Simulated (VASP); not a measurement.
VASP 6.6.1 run: LiF

INCAR

```
NELM = 120
ENCUT = 520
LWAVE = .FALSE.
SIGMA = 0.02
IBRION = -1
ISMEAR = -1
LASPH = .TRUE.
LREAL = .FALSE.
NSW = 0
LCHARG = .FALSE.
NBANDS = 12
ISIF = 2
GGA = PS
PREC = Accurate
EDIFF = 1E-7
```

KPOINTS

```
KPOINTS created by Atomic Simulation Environment
0
Gamma
10 10 10
0 0 0
```

POSCAR

```
Li F
 1.0000000000000000
     0.0000000000000000    1.9948717375364053    1.9948717375364053
     1.9948717375364053    0.0000000000000000    1.9948717375364053
     1.9948717375364053    1.9948717375364053    0.0000000000000000
 Li  F
   1   1
Cartesian
  0.0000000000000000  0.0000000000000000 -0.0000000000000000
  1.9948717375364053  1.9948717375364053  1.9948717375364053
```

The recommended PBE PAW datasets give the neutral cell 10 valence electrons.

Command

```
mpirun -np 1 vasp_std
```

OSZICAR

```
N       E                     dE             d eps       ncg     rms          rms(c)
DAV:   1     0.303476173386E+02    0.30348E+02   -0.54240E+03  1172   0.848E+02
DAV:   2    -0.926827393034E+01   -0.39616E+02   -0.38797E+02  1348   0.187E+02
DAV:   3    -0.102659462981E+02   -0.99767E+00   -0.99553E+00  1468   0.261E+01
DAV:   4    -0.102767359597E+02   -0.10790E-01   -0.10789E-01  1300   0.281E+00
DAV:   5    -0.102768659455E+02   -0.12999E-03   -0.12998E-03  1464   0.233E-01    0.406E+00
DAV:   6    -0.985064507860E+01    0.42622E+00   -0.19679E+00  1264   0.872E+00    0.137E+00
DAV:   7    -0.984882432885E+01    0.18207E-02   -0.15519E-02  1488   0.112E+00    0.833E-01
DAV:   8    -0.985110145148E+01   -0.22771E-02   -0.11444E-02  1444   0.118E+00    0.104E-01
DAV:   9    -0.985112077277E+01   -0.19321E-04   -0.97778E-04  1316   0.277E-01    0.419E-02
DAV:  10    -0.985116728782E+01   -0.46515E-04   -0.96103E-05  1300   0.740E-02    0.879E-03
DAV:  11    -0.985116766672E+01   -0.37890E-06   -0.38144E-06  1448   0.197E-02    0.197E-03
DAV:  12    -0.985116787674E+01   -0.21002E-06   -0.60233E-07  1292   0.702E-03    0.113E-03
DAV:  13    -0.985116785659E+01    0.20145E-07   -0.74074E-08   800   0.222E-03
   1 F= -.98511679E+01 E0= -.98511679E+01  d E =-.151350E-11
```

From OUTCAR

```
k-points           NKPTS =     47   k-points in BZ     NKDIM =     47   number of bands    NBANDS=     12

   NELECT =      10.0000    total number of electrons

   dimension x,y,z NGX =    24 NGY =   24 NGZ =   24
   dimension x,y,z NGXF=    48 NGYF=   48 NGZF=   48

  energy-cutoff  :      520.00
  volume of cell :       15.88
      direct lattice vectors                 reciprocal lattice vectors
     0.000000000  1.994871738  1.994871738    -0.250642681  0.250642681  0.250642681
     1.994871738  0.000000000  1.994871738     0.250642681 -0.250642681  0.250642681
     1.994871738  1.994871738  0.000000000     0.250642681  0.250642681 -0.250642681

 k-points in reciprocal lattice and weights: KPOINTS created by Atomic Simulation Env
   0.00000000  0.00000000  0.00000000       0.001
   0.10000000  0.00000000  0.00000000       0.008
   0.20000000  0.00000000  0.00000000       0.008
   0.30000000  0.00000000  0.00000000       0.008
   0.40000000  0.00000000  0.00000000       0.008
   0.50000000  0.00000000  0.00000000       0.004
   0.10000000  0.10000000  0.00000000       0.006
   0.20000000  0.10000000  0.00000000       0.024
   ...

 E-fermi :  -0.4664

 k-point     1 :       0.0000    0.0000    0.0000
  band No.  band energies     occupation
      1     -41.0814      2.00000
      2     -20.8760      2.00000
      3      -0.9325      2.00000
      4      -0.9325      2.00000
      5      -0.9325      2.00000
      6       8.2447      0.00000
      7      23.2624      0.00000
      8      23.2624      0.00000
      9      23.2624      0.00000
     10      23.4564      0.00000
     11      23.4564      0.00000
     12      23.4564      0.00000

 k-point     2 :       0.1000    0.0000    0.0000
  band No.  band energies     occupation
      1     -41.0746      2.00000
      2     -20.8353      2.00000
      3      -1.2348      2.00000
      4      -0.9570      2.00000
      5      -0.9570      2.00000
      6       8.5353      0.00000
      7      20.4102      0.00000
      8      21.9309      0.00000
      9      21.9309      0.00000
     10      24.5606      0.00000
     11      24.5606      0.00000
     12      24.6318      0.00000

 k-point     3 :       0.2000    0.0000    0.0000
  band No.  band energies     occupation
      1     -41.0566      2.00000
      2     -20.7250      2.00000
      3      -1.9591      2.00000
      4      -1.0196      2.00000
      5      -1.0196      2.00000
      6       9.1740      0.00000
      7      17.9152      0.00000
      8      20.4078      0.00000
      9      20.4078      0.00000
     10      25.6315      0.00000
     11      25.9253      0.00000
     12      25.9253      0.00000

 k-point     4 :       0.3000    0.0000    0.0000
  band No.  band energies     occupation
      1     -41.0342      2.00000
      2     -20.5822      2.00000
      3      -2.7614      2.00000
      4      -1.0943      2.00000
      5      -1.0943      2.00000
      6       9.6789      0.00000
      7      16.4722      0.00000
      8      19.1345      0.00000
      9      19.1345      0.00000
     10      27.0373      0.00000
     11      27.6567      0.00000
     12      27.6567      0.00000

 ...

  Total        0.0748510      0.0748510      0.0748510      0.0000000      0.0000000     -0.0000000
  in kB        7.5532381      7.5532381      7.5532381      0.0000000      0.0000000     -0.0000000
  external PRESSURE =       7.5532381 kB  Pullay stress =       0.0000000 kB

 POSITION                                       TOTAL-FORCE (eV/Angst)
 -----------------------------------------------------------------------------------
      0.00000      0.00000      0.00000         0.000000     -0.000000      0.000000
      1.99487      1.99487      1.99487        -0.000000      0.000000      0.000000
 -----------------------------------------------------------------------------------
    total drift:                               -0.000000     -0.000000      0.000000

  FREE ENERGIE OF THE ION-ELECTRON SYSTEM (eV)
  ---------------------------------------------------
  free  energy   TOTEN  =        -9.8511678566 eV

  energy  without entropy=       -9.8511678566  energy(sigma->0) =       -9.85116786
```

It converged. Results: gap between bands v and c on the k mesh 9.18 eV; least direct gap on the k mesh 9.18 eV; pressure 0.8 GPa. Band v is the last that the valence electrons fill when counted band by band, and c is the next.

For comparison, a separate PBE run of the intended cell, on usual settings and not on those above, gives a gap of 9.35 eV on its mesh and a pressure of 4.0 GPa.

The run above took about 6.2 s on one core of a shared host (Intel Xeon Platinum 8488C) and held 0.13 GiB at most.
